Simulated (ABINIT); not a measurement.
# SnO2 (Pa-3) in ABINIT: equation of state with LDA

Aim: the equation of state of SnO2 with LDA.

Program: ABINIT 10.8.3 (patched build). These are calculated values, not measurements. Logs are shortened: lines on timing, memory, paths and dates and some standing lists are left out, and cuts for length are marked. The log counts tension as positive stress, the text compression.

### Step 1. The structure

It takes space group Pa-3 (No. 205, cubic). Conventional cell: a = 5.175 Å, b = 5.175 Å, c = 5.175 Å, α = 90.00°, β = 90.00°, γ = 90.00°. Around Sn (site symmetry -3) lie 6 O at 2.11 Å. O (site symmetry 3) has 3 Sn at 2.11 Å as nearest neighbours.

Measurements of this composition are mostly on another form, of space group No. 136.

### Step 2. Equation of state, LDA

run.abi reads:

```
ndtset 7
getwfk -1
scalecart1 3*0.9795861087
scalecart2 3*0.9864848297
scalecart3 3*0.9932883884
scalecart4 3*1.0000000000
scalecart5 3*1.0066227096
scalecart6 3*1.0131594038
scalecart7 3*1.0196128224

pp_dirpath "./"
pseudos "Sn.LDA_PW-JTH.xml, O.LDA_PW-JTH.xml"

acell 5.175256 5.175256 5.175256 Angstrom
rprim
     1.0000000000     0.0000000000     0.0000000000
     0.0000000000     1.0000000000     0.0000000000
     0.0000000000     0.0000000000     1.0000000000
ntypat 2
znucl 50 8
natom 12
typat 1 1 1 1 2 2 2 2 2 2 2 2
xred
     0.0000000000     0.0000000000     0.0000000000
     0.5000000000     0.0000000000     0.5000000000
     0.5000000000     0.5000000000     0.0000000000
     0.0000000000     0.5000000000     0.5000000000
     0.6610980000     0.8389020000     0.1610980000
     0.8389020000     0.1610980000     0.6610980000
     0.1610980000     0.6610980000     0.8389020000
     0.3389020000     0.3389020000     0.3389020000
     0.6610980000     0.6610980000     0.6610980000
     0.8389020000     0.3389020000     0.1610980000
     0.1610980000     0.8389020000     0.3389020000
     0.3389020000     0.1610980000     0.8389020000

ecut 23.0
pawecutdg 45.0

kptopt 1
ngkpt 3 3 3
nshiftk 1
shiftk 0.0 0.0 0.0

ixc 7

nband 63
occopt 3
tsmear 0.05 eV

nstep 100
tolvrs 1.0e-9

iomode 3
prtwf 1
prtden 0
prteig 0
prtebands 0
enunit 2
```

Potentials or basis: JTH PAW LDA v2.0.

Command:

```console
abinit run.abi > log 2>&1
```

run.abo:

```text
.Version 10.8.3 of ABINIT
 DATASET    1 : space group Pa -3 (#205); Bravais cP (primitive cubic)
================================================================================
 Values of the parameters that define the memory need for DATASET  1.
     intxc =       0    ionmov =       0      iscf =      17    lmnmax =      18
     lnmax =       6     mgfft =      45  mpssoang =       3    mqgrid =    3001
     natom =      12  nloc_mem =       2    nspden =       1   nspinor =       1
    nsppol =       1      nsym =      24    n1xccc =       1    ntypat =       2
    occopt =       3   xclevel =       1
       mpw =        4653          nfft =       91125          nkpt =           4
 PAW method is used; the additional fine FFT grid is defined by:
   mgfftf=        60    nfftf =    216000
================================================================================
================================================================================
[... 71 lines left out ...]
 DATASET    7 : space group Pa -3 (#205); Bravais cP (primitive cubic)
================================================================================
 Values of the parameters that define the memory need for DATASET  7.
     intxc =       0    ionmov =       0      iscf =      17    lmnmax =      18
     lnmax =       6     mgfft =      45  mpssoang =       3    mqgrid =    3012
     natom =      12  nloc_mem =       2    nspden =       1   nspinor =       1
    nsppol =       1      nsym =      24    n1xccc =       1    ntypat =       2
    occopt =       3   xclevel =       1
       mpw =        5238          nfft =       91125          nkpt =           4
 PAW method is used; the additional fine FFT grid is defined by:
   mgfftf=        64    nfftf =    262144
================================================================================
================================================================================

--------------------------------------------------------------------------------
------------- Echo of variables that govern the present computation ------------
--------------------------------------------------------------------------------
 -outvars: echo values of preprocessed input variables --------
            acell      9.7798164715E+00  9.7798164715E+00  9.7798164715E+00 Bohr
              amu      1.18710000E+02  1.59994000E+01
             ecut      2.30000000E+01 Hartree
           enunit           2
           getwfk          -1
              ixc           7
           jdtset        1    2    3    4    5    6    7
         kptrlatt        3    0    0      0    3    0      0    0    3
          kptrlen1     2.87405171E+01
          kptrlen2     2.89429218E+01
          kptrlen3     2.91425344E+01
          kptrlen4     2.93394494E+01
          kptrlen5     2.95337561E+01
          kptrlen6     2.97255391E+01
          kptrlen7     2.99148788E+01
            natom          12
            nband          63
           ndtset           7
            ngfft          45      45      45
          ngfftdg1         60      60      60
          ngfftdg2         60      60      60
          ngfftdg3         60      60      60
          ngfftdg4         60      60      60
          ngfftdg5         60      60      60
          ngfftdg6         60      60      60
          ngfftdg7         64      64      64
             nkpt           4
            nstep         100
             nsym          24
           ntypat           2
           occopt           3
        pawecutdg      4.50000000E+01 Hartree
           prtden           0
        prtebands           0
           prteig           0
            rprim1     9.7958610870E-01  0.0000000000E+00  0.0000000000E+00
                       0.0000000000E+00  9.7958610870E-01  0.0000000000E+00
                       0.0000000000E+00  0.0000000000E+00  9.7958610870E-01
            rprim2     9.8648482970E-01  0.0000000000E+00  0.0000000000E+00
                       0.0000000000E+00  9.8648482970E-01  0.0000000000E+00
                       0.0000000000E+00  0.0000000000E+00  9.8648482970E-01
            rprim3     9.9328838840E-01  0.0000000000E+00  0.0000000000E+00
                       0.0000000000E+00  9.9328838840E-01  0.0000000000E+00
                       0.0000000000E+00  0.0000000000E+00  9.9328838840E-01
            rprim4     1.0000000000E+00  0.0000000000E+00  0.0000000000E+00
[... 186 lines left out ...]
                       5.0000000000E-01  5.0000000000E-01  0.0000000000E+00
                       0.0000000000E+00  5.0000000000E-01  5.0000000000E-01
                       6.6109800000E-01  8.3890200000E-01  1.6109800000E-01
                       8.3890200000E-01  1.6109800000E-01  6.6109800000E-01
                       1.6109800000E-01  6.6109800000E-01  8.3890200000E-01
                       3.3890200000E-01  3.3890200000E-01  3.3890200000E-01
                       6.6109800000E-01  6.6109800000E-01  6.6109800000E-01
                       8.3890200000E-01  3.3890200000E-01  1.6109800000E-01
                       1.6109800000E-01  8.3890200000E-01  3.3890200000E-01
                       3.3890200000E-01  1.6109800000E-01  8.3890200000E-01
            znucl       50.00000    8.00000

================================================================================

 chkinp: Checking input parameters for consistency, jdtset=   1.

 chkinp: Checking input parameters for consistency, jdtset=   2.
[... 40 lines left out ...]
 getcut: wavevector=  0.0000  0.0000  0.0000  ngfft=  60  60  60
         ecut(hartree)=     45.000   => boxcut(ratio)=   2.07399

--- Pseudopotential description ------------------------------------------------
- pspini: atom type   1  psp file is ./Sn.LDA_PW-JTH.xml
 Pseudopotential format is: paw10
 basis_size (lnmax)=  6 (lmn_size= 18), orbitals=   0   0   1   1   2   2
 Spheres core radius: rc_sph= 2.51086398
 Shapefunction is BESSEL type: shapef(r,l)=aa(1,l)*jl(q(1,l)*r)+aa(2,l)*jl(q(2,l)*r)
 Radius for shape functions =  1.40702157
 Compensation charge density is not taken into account in XC energy/potential

- pspini: atom type   2  psp file is ./O.LDA_PW-JTH.xml
 Pseudopotential format is: paw10
 basis_size (lnmax)=  4 (lmn_size=  8), orbitals=   0   0   1   1
 Spheres core radius: rc_sph= 1.41465230
 Shapefunction is SIN type: shapef(r)=[sin(pi*r/rshp)/(pi*r/rshp)]**2
 Radius for shape functions =  1.20231231
 Compensation charge density is not taken into account in XC energy/potential

   1.40437949E+04                                ecore*ucvol(ha*bohr**3)
--------------------------------------------------------------------------------

================================================================================

--- !BeginCycle
iteration_state: {dtset: 1, }
solver: {iscf: 17, nstep: 100, nline: 4, wfoptalg: 10, }
tolerances: {tolvrs: 1.00E-09, }
...
[... 1722 lines left out ...]
 getcut: wavevector=  0.0000  0.0000  0.0000  ngfft=  64  64  64
         ecut(hartree)=     45.000   => boxcut(ratio)=   2.12541

--- Pseudopotential description ------------------------------------------------
- pspini: atom type   1  psp file is ./Sn.LDA_PW-JTH.xml
 Pseudopotential format is: paw10
 basis_size (lnmax)=  6 (lmn_size= 18), orbitals=   0   0   1   1   2   2
 Spheres core radius: rc_sph= 2.51086398
 Shapefunction is BESSEL type: shapef(r,l)=aa(1,l)*jl(q(1,l)*r)+aa(2,l)*jl(q(2,l)*r)
 Radius for shape functions =  1.40702157
 Compensation charge density is not taken into account in XC energy/potential

- pspini: atom type   2  psp file is ./O.LDA_PW-JTH.xml
 Pseudopotential format is: paw10
 basis_size (lnmax)=  4 (lmn_size=  8), orbitals=   0   0   1   1
 Spheres core radius: rc_sph= 1.41465230
 Shapefunction is SIN type: shapef(r)=[sin(pi*r/rshp)/(pi*r/rshp)]**2
 Radius for shape functions =  1.20231231
 Compensation charge density is not taken into account in XC energy/potential

--------------------------------------------------------------------------------

-inwffil : will read wavefunctions from disk file runo_DS6_WFK.nc
[... 249 lines left out ...]
-Cartesian components of stress tensor (GPa)         [Pressure= -2.1181E+01 GPa]
- sigma(1 1)=  2.11812106E+01  sigma(3 2)=  0.00000000E+00
- sigma(2 2)=  2.11812106E+01  sigma(3 1)=  0.00000000E+00
- sigma(3 3)=  2.11812106E+01  sigma(2 1)=  0.00000000E+00

== END DATASET(S) ==============================================================
================================================================================

 -outvars: echo values of variables after computation  --------
            acell      9.7798164715E+00  9.7798164715E+00  9.7798164715E+00 Bohr
           etotal1    -4.0876275725E+02
           etotal2    -4.0876067840E+02
           etotal3    -4.0875589121E+02
           etotal4    -4.0874869737E+02
           etotal5    -4.0873943751E+02
           etotal6    -4.0872845071E+02
           etotal7    -4.0871588614E+02
            fcart1    -2.2587545260E-21 -2.2587545260E-21 -0.0000000000E+00
                      -2.2587545260E-21 -2.2587545260E-21 -0.0000000000E+00
                      -2.2587545260E-21 -2.2587545260E-21 -0.0000000000E+00
                      -2.2587545260E-21 -2.2587545260E-21 -0.0000000000E+00
                      -1.7030590869E-04  1.7030590869E-04 -1.7030590869E-04
                       1.7030590869E-04 -1.7030590869E-04 -1.7030590869E-04
                      -1.7030590869E-04 -1.7030590869E-04  1.7030590869E-04
                       1.7030590869E-04  1.7030590869E-04  1.7030590869E-04
                      -1.7030590869E-04 -1.7030590869E-04 -1.7030590869E-04
                       1.7030590869E-04  1.7030590869E-04 -1.7030590869E-04
[... 178 lines left out ...]
                       4.3986645896E+00  1.7769849479E+00  8.4469469385E-01
                       8.4469469385E-01  4.3986645896E+00  1.7769849479E+00
                       1.7769849479E+00  8.4469469385E-01  4.3986645896E+00
           xangst7     0.0000000000E+00  0.0000000000E+00  0.0000000000E+00
                       2.6383786884E+00  0.0000000000E+00  2.6383786884E+00
                       2.6383786884E+00  2.6383786884E+00  0.0000000000E+00
                       0.0000000000E+00  2.6383786884E+00  2.6383786884E+00
                       3.4884537483E+00  4.4266823169E+00  8.5007505989E-01
                       4.4266823169E+00  8.5007505989E-01  3.4884537483E+00
                       8.5007505989E-01  3.4884537483E+00  4.4266823169E+00
                       1.7883036285E+00  1.7883036285E+00  1.7883036285E+00
                       3.4884537483E+00  3.4884537483E+00  3.4884537483E+00
                       4.4266823169E+00  1.7883036285E+00  8.5007505989E-01
                       8.5007505989E-01  4.4266823169E+00  1.7883036285E+00
                       1.7883036285E+00  8.5007505989E-01  4.4266823169E+00
             xred      0.0000000000E+00  0.0000000000E+00  0.0000000000E+00
                       5.0000000000E-01  0.0000000000E+00  5.0000000000E-01
                       5.0000000000E-01  5.0000000000E-01  0.0000000000E+00
                       0.0000000000E+00  5.0000000000E-01  5.0000000000E-01
                       6.6109800000E-01  8.3890200000E-01  1.6109800000E-01
                       8.3890200000E-01  1.6109800000E-01  6.6109800000E-01
                       1.6109800000E-01  6.6109800000E-01  8.3890200000E-01
                       3.3890200000E-01  3.3890200000E-01  3.3890200000E-01
                       6.6109800000E-01  6.6109800000E-01  6.6109800000E-01
                       8.3890200000E-01  3.3890200000E-01  1.6109800000E-01
                       1.6109800000E-01  8.3890200000E-01  3.3890200000E-01
                       3.3890200000E-01  1.6109800000E-01  8.3890200000E-01
 Calculation completed.
```

Run time: 6.2 min. Hardware: 1 thread of Arm Neoverse V2, shared host; peak memory 0.19 GiB.

Results:

```yaml
Equilibrium_volume: "10.82 Å³/atom (rough: see the caveat)"
Bulk_modulus_at_fixed_shape_and_positions: 238 GPa (rough)
```

Energy against volume, from the lowest point:
| volume (Å³/atom) | energy (meV/atom) |
| --- | --- |
| 10.858 | 0.00 |
| 11.089 | 4.71 |
| 11.320 | 15.57 |
| 11.551 | 31.88 |
| 11.782 | 52.88 |
| 12.013 | 77.79 |
| 12.244 | 106.29 |

Caveat: the k mesh is coarse (spacing up to 0.40 Å⁻¹), so the values aren't converged; pressures at fixed basis lie under the slope of the energies; the minimum lies outside the volumes run; the cell was scaled at fixed shape and fractional positions, which overstates the stiffness of a crystal with free parameters, most of all of layers and chains; the atomic spheres overlap.
